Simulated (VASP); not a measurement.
# Te2Mo (P6_3/mmc) in VASP: notebook

The runs below take Te2Mo through band structure, with HSE06, HSE03.

Program: VASP 6.6.1. These are calculated values, not measurements. Logs are shortened: lines on timing, memory, paths and dates and some standing lists are left out, and cuts for length are marked.

### Step 1. Starting point

The structure is hexagonal, space group P6_3/mmc (No. 194). Conventional cell: a = 3.518 Å, b = 3.518 Å, c = 13.974 Å, α = 90.00°, β = 90.00°, γ = 120.00°. Te (site symmetry 3m) has 3 Mo at 2.72 Å as nearest neighbours. Around Mo (site symmetry -6m2) lie 6 Te at 2.72 Å.

### Step 2. Band structure, HSE06

The input, POSCAR:

```
Te2Mo
1.0
    3.5182000000      0.0000000000      0.0000000000
   -1.7591000000      3.0468505756      0.0000000000
    0.0000000000      0.0000000000     13.9736000000
Te Mo
4 2
Direct
    0.6666666667      0.3333333333      0.3790000000
    0.3333333333      0.6666666667      0.8790000000
    0.6666666667      0.3333333333      0.1210000000
    0.3333333333      0.6666666667      0.6210000000
    0.6666666667      0.3333333333      0.7500000000
    0.3333333333      0.6666666667      0.2500000000
```

The input, INCAR.step1:

```
SYSTEM = Te2Mo
  ALGO = Normal
  EDIFF = 1E-5
  ENCUT = 520
  GGA = PE
  ISIF = 2
  ISMEAR = 0
  KPAR = 4
  LASPH = .TRUE.
  LCHARG = .FALSE.
  LMAXMIX = 4
  LREAL = .FALSE.
  LWAVE = .TRUE.
  NELM = 80
  PREC = Accurate
  SIGMA = 0.02
```

The input, INCAR.step2:

```
SYSTEM = Te2Mo
  ALGO = Normal
  EDIFF = 1E-6
  ENCUT = 520
  GGA = PE
  HFSCREEN = 0.2
  ISIF = 2
  ISMEAR = 0
  ISTART = 1
  KPAR = 4
  LASPH = .TRUE.
  LCHARG = .FALSE.
  LHFCALC = .TRUE.
  LMAXMIX = 4
  LREAL = .FALSE.
  LWAVE = .FALSE.
  NELM = 80
  PREC = Accurate
  PRECFOCK = Fast
  SIGMA = 0.02
```

The input, KPOINTS:

```
k-points
0
G
  6 6 1
  0 0 0
```

The input, KPOINTS_OPT:

```
path GMKGALHA,LM,KH
12
line-mode
reciprocal
 0.0000000000  0.0000000000  0.0000000000  G
 0.5000000000  0.0000000000  0.0000000000  M

 0.5000000000  0.0000000000  0.0000000000  M
 0.3333333333  0.3333333333  0.0000000000  K

 0.3333333333  0.3333333333  0.0000000000  K
 0.0000000000  0.0000000000  0.0000000000  G

 0.0000000000  0.0000000000  0.0000000000  G
 0.0000000000  0.0000000000  0.5000000000  A

 0.0000000000  0.0000000000  0.5000000000  A
 0.5000000000  0.0000000000  0.5000000000  L

 0.5000000000  0.0000000000  0.5000000000  L
 0.3333333333  0.3333333333  0.5000000000  H

 0.3333333333  0.3333333333  0.5000000000  H
 0.0000000000  0.0000000000  0.5000000000  A

 0.5000000000  0.0000000000  0.5000000000  L
 0.5000000000  0.0000000000  0.0000000000  M

 0.3333333333  0.3333333333  0.0000000000  K
 0.3333333333  0.3333333333  0.5000000000  H
```

Potentials or basis: VASP PAW PBE potentials, release 64 (Te, Mo_sv).

The run is started by

```bash
$ cat potpaw_PBE.64/Te/POTCAR potpaw_PBE.64/Mo_sv/POTCAR > POTCAR
$ cp INCAR.step1 INCAR
$ mpirun -np 4 vasp_std > vasp.out
$ cp INCAR.step2 INCAR
$ mpirun -np 4 vasp_std > vasp.out
```

OUTCAR:

```text
SYSTEM = Te2Mo
   EDIFF = 1E-6
   ENCUT = 520
   GGA = PE
   HFSCREEN = 0.2
   ISIF = 2
   ISMEAR = 0
   ISTART = 1
   LASPH = .TRUE.
   LHFCALC = .TRUE.
   LREAL = .FALSE.
   NELM = 80
   PREC = Accurate
   PRECFOCK = Fast

 ion  position               nearest neighbor table
   1  0.667  0.333  0.379-   6 2.72   6 2.72   6 2.72   3 3.61
   2  0.333  0.667  0.879-   5 2.72   5 2.72   5 2.72   4 3.61
   3  0.667  0.333  0.121-   6 2.72   6 2.72   6 2.72   1 3.61
   4  0.333  0.667  0.621-   5 2.72   5 2.72   5 2.72   2 3.61
   5  0.667  0.333  0.750-   2 2.72   4 2.72   2 2.72   4 2.72   2 2.72   4 2.72
   6  0.333  0.667  0.250-   1 2.72   3 2.72   1 2.72   3 2.72   1 2.72   3 2.72

  LATTYP: Found a hexagonal cell.
 ALAT       =     3.5182000000
 C/A-ratio  =     3.9718037633

  Lattice vectors:

 A1 = (   3.5182000000,   0.0000000000,   0.0000000000)
 A2 = (  -1.7591000000,   3.0468505756,   0.0000000000)
 A3 = (   0.0000000000,   0.0000000000,  13.9736000000)

Analysis of symmetry for initial positions (statically):
=====================================================================
 Subroutine PRICEL returns:
 Original cell was already a primitive cell.

 Routine SETGRP: Setting up the symmetry group for a
 hexagonal supercell.

 Subroutine GETGRP returns: Found 24 space group operations
 (whereof 12 operations were pure point group operations)
 out of a pool of 24 trial point group operations.

The static configuration has the point symmetry D_3d.
 The point group associated with its full space group is D_6h.

Analysis of symmetry for dynamics (positions and initial velocities):
=====================================================================
 Subroutine PRICEL returns:
 Original cell was already a primitive cell.

 Routine SETGRP: Setting up the symmetry group for a
 hexagonal supercell.

 Subroutine GETGRP returns: Found 24 space group operations
 (whereof 12 operations were pure point group operations)
 out of a pool of 24 trial point group operations.

The dynamic configuration has the point symmetry D_3d.
 The point group associated with its full space group is D_6h.

 Subroutine INISYM returns: Found 24 space group operations
 (whereof 12 operations are pure point group operations),
 and found     1 'primitive' translations

[... 95 lines left out ...]
   NELECT =      52.0000    total number of electrons
   NUPDOWN=      -1.0000    fix difference up-down
   EMIN   =  10.00;   EMAX   =-10.00  energy-range for DOS
   EFERMI =   0.00;   METHOD = LEGACY
   ISMEAR =     0;   SIGMA  =   0.02  broadening in eV -4-tet -1-fermi 0-gaus
   EFERMI_NEDOS =   21; number of points for ismear=-14 and -15
   IALGO  =     38    algorithm
   IMIX   =      1    mixing-type and parameters
     AMIX     =   0.40;   BMIX     =  1.00
     AMIX_MAG =   1.60;   BMIX_MAG =  1.00
  volume/ion in A,a.u.               =      24.96       168.47
  Fermi-wavevector in a.u.,A,eV,Ry     =   1.150578  2.174277 18.011787  1.323829
  Thomas-Fermi vector in A             =   2.287241
   LORBIT       =      0    0 simple, 1 ext, 2 COOP (PROOUT), +10 PAW based schemes
   GGA     = PE    functional components
   LHFCALC =     T    Hartree Fock is set to
   PRECFOCK=fast      Normal, Fast or Accurate (Low or Medium for compatibility)
   ENCUT4O =  -1.0   cutoff for four orbital integrals eV
   NKREDX  =     1    reduce k-point grid by
   NKREDY  =     1    reduce k-point grid by
   NKREDZ  =     1    reduce k-point grid by
   AEXX    =    0.2500 exact exchange contribution
   HFSCREEN=    0.2000 screening length (either q_TF or 0.3 A-1)
   HFSCREENC=   0.2000 screening length for correlation (either q_TF or 0.3 A-1)
   ENCUTFOCK=  -1.0 apply spherical cutoff to Coloumb kernel
   IVDW    =     0    specifies the selected vdW correction
   LEPSILON=     F    determine dielectric tensor
   LRPA    =     F    only Hartree local field effects (RPA)
 non-spin polarized calculation
 Gauss-broadening in eV      SIGMA  =   0.02
  energy-cutoff  :      520.00
  volume of cell :      149.79
 maximum number of plane-waves:      4095
 NGX is ok and might be reduce to    28
  NGX = 16; NGY = 16; NGZ = 64

 number of electron      51.9999997 magnetization

 Free energy of the ion-electron system (eV)
  ---------------------------------------------------
  ext. energy  EPLUGINS =         0.00000000
  ---------------------------------------------------
  free energy    TOTEN  =       -43.70584270 eV

  energy without entropy =      -43.70584270  energy(sigma->0) =      -43.70584270

 E-fermi :   8.0404     XC(G=0):  -8.6270

 val. band max:        7.8204405294   @ k =   0.0000   0.0000   0.0000
 cond. band min:       9.0674868388   @ k =   0.1667   0.1667   0.0000
 fundamental gap:      1.2470463094
 Fermi energy:         8.0403869666

 k-point     1 :       0.0000    0.0000    0.0000
  band No.  band energies     occupation
      1     -57.0670      2.00000
      2     -57.0670      2.00000
      3     -29.8203      2.00000
      4     -29.8202      2.00000
      5     -29.6675      2.00000
      6     -29.6675      2.00000
[... 227 lines left out ...]
     30      10.5863      0.00000
     31      10.7555      0.00000

------------------------ aborting loop because EDIFF is reached ----------------------------------------

  FORCE on cell =-STRESS in cart. coord.  units (eV):
  Direction    XX          YY          ZZ          XY          YZ          ZX
  --------------------------------------------------------------------------------------
  -------------------------------------------------------------------------------------
  Total       -0.8901173     -0.8901173     -0.5438776      0.0000000      0.0000000      0.0000000
  in kB       -9.5208961     -9.5208961     -5.8174375      0.0000000      0.0000000      0.0000000
  external PRESSURE =      -8.2864099 kB  Pullay stress =       0.0000000 kB

 VOLUME and BASIS-vectors are now :
 -----------------------------------------------------------------------------
  energy-cutoff  :      520.00
  volume of cell :      149.79
      direct lattice vectors                 reciprocal lattice vectors
     3.518200000  0.000000000  0.000000000     0.284236257  0.164103880  0.000000000
    -1.759100000  3.046850576  0.000000000     0.000000000  0.328207759  0.000000000
     0.000000000  0.000000000 13.973600000     0.000000000  0.000000000  0.071563520

 POSITION                                       TOTAL-FORCE (eV/Angst)
 -----------------------------------------------------------------------------------
      1.75910      1.01562      5.29599         0.000000     -0.000000     -0.397616
     -0.00000      2.03123     12.28279        -0.000000      0.000000     -0.397616
      1.75910      1.01562      1.69081         0.000000     -0.000000      0.397616
     -0.00000      2.03123      8.67761        -0.000000      0.000000      0.397616
      1.75910      1.01562     10.48020        -0.000000      0.000000      0.000000
     -0.00000      2.03123      3.49340         0.000000     -0.000000      0.000000
 -----------------------------------------------------------------------------------
    total drift:                               -0.000000     -0.000000      0.000000

  FREE ENERGIE OF THE ION-ELECTRON SYSTEM (eV)
  ---------------------------------------------------
  free  energy   TOTEN  =       -43.7058426994 eV

  energy  without entropy=      -43.7058426994  energy(sigma->0) =      -43.70584270
```

OUTCAR.step1:

```text
SYSTEM = Te2Mo
   EDIFF = 1E-5
   ENCUT = 520
   GGA = PE
   ISIF = 2
[... 460 lines left out ...]
      1.75910      1.01562      1.69081         0.000000      0.000000     -0.155101
     -0.00000      2.03123      8.67761         0.000000     -0.000000     -0.155101
      1.75910      1.01562     10.48020         0.000000     -0.000000      0.000000
     -0.00000      2.03123      3.49340        -0.000000      0.000000      0.000000
 -----------------------------------------------------------------------------------
    total drift:                               -0.000000      0.000000     -0.000000

  FREE ENERGIE OF THE ION-ELECTRON SYSTEM (eV)
  ---------------------------------------------------
  free  energy   TOTEN  =       -35.9306214449 eV

  energy  without entropy=      -35.9306214449  energy(sigma->0) =      -35.93062144
```

Run time: 1.7 h. Hardware: 4 MPI ranks of AMD EPYC 9R45 (Zen 5), shared host; peak memory 0.51 GiB.

Results:

```yaml
Free_energy: -43.7058 eV
Pressure: -0.8 GPa
Largest_force: 0.398 eV/Å
Band_gap_on_the_k_mesh: 1.25 eV, indirect (least direct gap 1.48 eV)
Band_gap_along_the_path: 1.15 eV, indirect (least direct gap 1.48 eV)
```

Forces in eV/Å, atoms in the order of the input:
```
Te   0.000  0.000 -0.398
Te   0.000  0.000 -0.398
Te   0.000  0.000  0.398
Te   0.000  0.000  0.398
Mo   0.000  0.000  0.000
Mo   0.000  0.000  0.000
```

Stress tensor (GPa, compression positive):
```
-0.95  0.00  0.00
 0.00 -0.95  0.00
 0.00  0.00 -0.58
```

Levels at the corners of the path, in eV from the valence-band top:
| point | band 23 | band 24 | band 25 | band 26 | band 27 | band 28 | band 29 | band 30 |
| --- | --- | --- | --- | --- | --- | --- | --- | --- |
| Γ | -1.16 | -1.16 | -0.47 | 0.00 | 3.51 | 3.53 | 3.66 | 3.71 |
| M | -1.17 | -1.09 | -0.73 | -0.42 | 1.76 | 1.83 | 2.01 | 2.39 |
| M | -1.17 | -1.09 | -0.73 | -0.42 | 1.76 | 1.83 | 2.01 | 2.39 |
| K | -2.15 | -2.15 | -0.31 | -0.06 | 1.43 | 1.43 | 1.63 | 2.85 |
| K | -2.15 | -2.15 | -0.31 | -0.06 | 1.43 | 1.43 | 1.63 | 2.78 |
| Γ | -1.16 | -1.16 | -0.47 | 0.00 | 3.52 | 3.53 | 3.66 | 3.72 |
| Γ | -1.16 | -1.16 | -0.47 | 0.00 | 3.51 | 3.52 | 3.66 | 3.70 |
| A | -1.18 | -1.18 | -0.12 | -0.12 | 3.55 | 3.55 | 3.56 | 3.61 |
| A | -1.18 | -1.18 | -0.12 | -0.12 | 3.55 | 3.55 | 3.56 | 3.57 |
| L | -1.11 | -1.11 | -0.58 | -0.58 | 1.79 | 1.79 | 2.22 | 2.22 |
| L | -1.11 | -1.11 | -0.58 | -0.58 | 1.79 | 1.79 | 2.22 | 2.22 |
| H | -2.32 | -2.32 | -0.20 | -0.20 | 1.43 | 1.43 | 2.14 | 2.14 |
| H | -2.32 | -2.32 | -0.20 | -0.20 | 1.43 | 1.43 | 2.14 | 2.14 |
| A | -1.18 | -1.18 | -0.12 | -0.12 | 3.55 | 3.55 | 3.57 | 3.58 |
| L | -1.11 | -1.11 | -0.58 | -0.58 | 1.79 | 1.79 | 2.22 | 2.22 |
| M | -1.17 | -1.09 | -0.73 | -0.42 | 1.76 | 1.83 | 2.01 | 2.39 |
| K | -2.15 | -2.15 | -0.31 | -0.06 | 1.43 | 1.43 | 1.63 | 2.77 |
| H | -2.32 | -2.32 | -0.20 | -0.20 | 1.43 | 1.43 | 2.14 | 2.14 |

Caveat: the k mesh is coarse (spacing up to 0.45 Å⁻¹), so the values aren't converged, least of all with exact exchange; the PAW data sets were made with another functional, which shifts forces and pressure a little; spin-orbit coupling is left out, which moves the levels of the heavy elements; the mesh misses the band edges, which the band path finds closer together; this functional lacks dispersion, which binds the layers, so the pressure and a relaxed spacing across them are unreliable.

### Step 3. Band structure, HSE03

POSCAR is that of step 2.

INCAR.step1 is that of step 2.

Edit INCAR.step2 of step 2 so:

```diff
@@ -5,3 +5,3 @@
   GGA = PE
-  HFSCREEN = 0.2
+  HFSCREEN = 0.3
   ISIF = 2
```

KPOINTS is that of step 2.

KPOINTS_OPT is that of step 2.

Potentials or basis: VASP PAW PBE potentials, release 64 (Te, Mo_sv).

The run is started by

```bash
$ cat potpaw_PBE.64/Te/POTCAR potpaw_PBE.64/Mo_sv/POTCAR > POTCAR
$ cp INCAR.step1 INCAR
$ mpirun -np 4 vasp_std > vasp.out
$ cp INCAR.step2 INCAR
$ mpirun -np 4 vasp_std > vasp.out
```

Run time: 1.7 h. Hardware: 4 MPI ranks of AMD EPYC 9R45 (Zen 5), shared host; peak memory 0.5 GiB.

The run converged. Its results:

* Free energy: -42.0149 eV
* Pressure: -0.4 GPa
* Largest force: 0.341 eV/Å
* Band gap on the k mesh: 1.09 eV, indirect (least direct gap 1.33 eV)
* Band gap along the path: 1.00 eV, indirect (least direct gap 1.33 eV)

Forces in eV/Å, atoms in the order of the input:
```
Te   0.000  0.000 -0.341
Te   0.000  0.000 -0.341
Te   0.000  0.000  0.341
Te   0.000  0.000  0.341
Mo   0.000  0.000  0.000
Mo   0.000  0.000  0.000
```

Stress tensor (GPa, compression positive):
```
-0.53  0.00  0.00
 0.00 -0.53  0.00
 0.00  0.00 -0.13
```

Levels at the corners of the path, in eV from the valence-band top:
```
point  band 24  band 25  band 26  band 27  band 28  band 29
    Γ    -1.14    -0.45     0.00     3.33     3.35     3.47
    M    -1.07    -0.72    -0.42     1.59     1.66     1.82
    M    -1.07    -0.72    -0.42     1.59     1.66     1.82
    K    -2.10    -0.31    -0.06     1.27     1.27     1.47
    K    -2.10    -0.31    -0.06     1.27     1.27     1.47
    Γ    -1.14    -0.45     0.00     3.34     3.35     3.48
    Γ    -1.14    -0.45     0.00     3.33     3.34     3.47
    A    -1.16    -0.11    -0.11     3.37     3.37     3.38
    A    -1.16    -0.11    -0.11     3.37     3.37     3.38
    L    -1.09    -0.57    -0.57     1.62     1.62     2.02
    L    -1.09    -0.57    -0.57     1.62     1.62     2.02
    H    -2.28    -0.20    -0.20     1.28     1.28     1.97
    H    -2.28    -0.20    -0.20     1.28     1.28     1.97
    A    -1.16    -0.11    -0.11     3.37     3.37     3.38
    L    -1.09    -0.57    -0.57     1.62     1.62     2.02
    M    -1.07    -0.72    -0.42     1.59     1.66     1.82
    K    -2.10    -0.31    -0.06     1.27     1.27     1.47
    H    -2.28    -0.20    -0.20     1.28     1.28     1.97
```

Caveat: the k mesh is coarse (spacing up to 0.45 Å⁻¹), so the values aren't converged, least of all with exact exchange; the PAW data sets were made with another functional, which shifts forces and pressure a little; spin-orbit coupling is left out, which moves the levels of the heavy elements; the mesh misses the band edges, which the band path finds closer together.
